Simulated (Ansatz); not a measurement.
KF in Ansatz: convergence with ecutrho ratio

Input of the first run (ecutrho ratio 4); the others differ in this setting and in those tied to it:

input.yaml

```yaml
crystal:
  lattice:
    - [3.258955, 0.0, 0.0]
    - [0.0, 3.258955, 0.0]
    - [0.0, 0.0, 3.258955]
  atoms:
    - { symbol: K, position: [-0.001144, 0.009114, -0.010387] }
    - { symbol: F, position: [0.505222, 0.491897, 0.487275] }
hamiltonian:
  xc: pbe
  pseudopotentials: { kind: nc, source: spms }
kpoints:
  mp_grid: { grid: [6, 6, 6] }
scf:
  occupations: { method: cold, width: 0.1 }
output:
  forces: true
  stress: true
  eigenvalues: true
basis:
  ecutrho_ratio: 4
```

Potentials or basis: SPMS NC.

Launch:

```bash
$ ansatz run input.yaml --threads 2 --pin off --max-ram 5632MiB --backend cpu --events-out ev --progress --plain --runs-dir out
```

The cell isn't the ideal one: atoms moved at random, drawn with an rms of 0.05 Å.

The cell comes from a database or a generator and needn't be the stable form of this composition.

Hardware: 2 threads of Intel(R) Xeon(R) Processor @ 2.50GHz (Skylake/Cascade Lake), on a shared host.

| ecutrho ratio | energy less the tightest run, at zero smearing (meV/atom) | SCF cycles | CPU time (s) | peak memory (GiB) |
| --- | --- | --- | --- | --- |
| 4 | 0.00 | 9 | 28 | 0.43 |
| 5 | 0.00 | 9 | 29 | 0.44 |
| 6 | 0.00 | 9 | 29 | 0.47 |
| 8 | 0.00 | 9 | 30 | 0.49 |
| 10 | 0.00 | 9 | 29 | 0.52 |
| 12 | 0.00 | 9 | 30 | 0.55 |

Against the tightest run, the energy stays within 1 meV/atom from 4 on. The tightest run that finished is the yardstick and may itself not be fully converged.
